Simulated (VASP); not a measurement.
The system is TePb.

```
CELL_PARAMETERS angstrom
0.00000 3.23100 3.23100
3.23100 0.00000 3.23100
3.23100 3.23100 0.00000
ATOMIC_POSITIONS crystal
Pb 0.00000 0.00000 0.00000
Te 0.50000 0.50000 0.50000
```

```yaml
Program: VASP 6.6.1
Task: relaxation of cell and atoms
Functional: PBEsol
Dispersion: D4
Potentials_or_basis: VASP PAW PBE potentials, release 64 (Pb_d, Te)
Cutoff: 600 eV
k_mesh: 7 × 7 × 7
Occupations: fermi-dirac, width 0.05 eV
Spin: no spin polarisation
```

At the start: pressure -1.5 GPa; volume 33.73 Å³/atom.

Task: Where does the relaxation end?

Result: Over 3 steps the energy falls by 5.5 meV/atom and the volume is 32.60 Å³/atom (-3.3 %); space group Fm-3m (No. 225, to 0.05 Å).

The path:
```
step  energy change (eV)  largest force (eV/Å)  pressure (GPa)  volume (Å³)
   1              0.0000                0.0000           -1.50        67.46
   2             -0.0094                0.0000            0.61        64.41
   3             -0.0109                0.0000           -0.01        65.21
```

Final structure:
```
Pb Te
1.0
     0.00000    3.19463    3.19463
     3.19463    0.00000    3.19463
     3.19463    3.19463    0.00000
Pb Te
1 1
Direct
  0.00000 0.00000 0.00000
  0.50000 0.50000 0.50000
```

Caveat: the PAW data sets were made with another functional, which shifts forces and pressure a little.
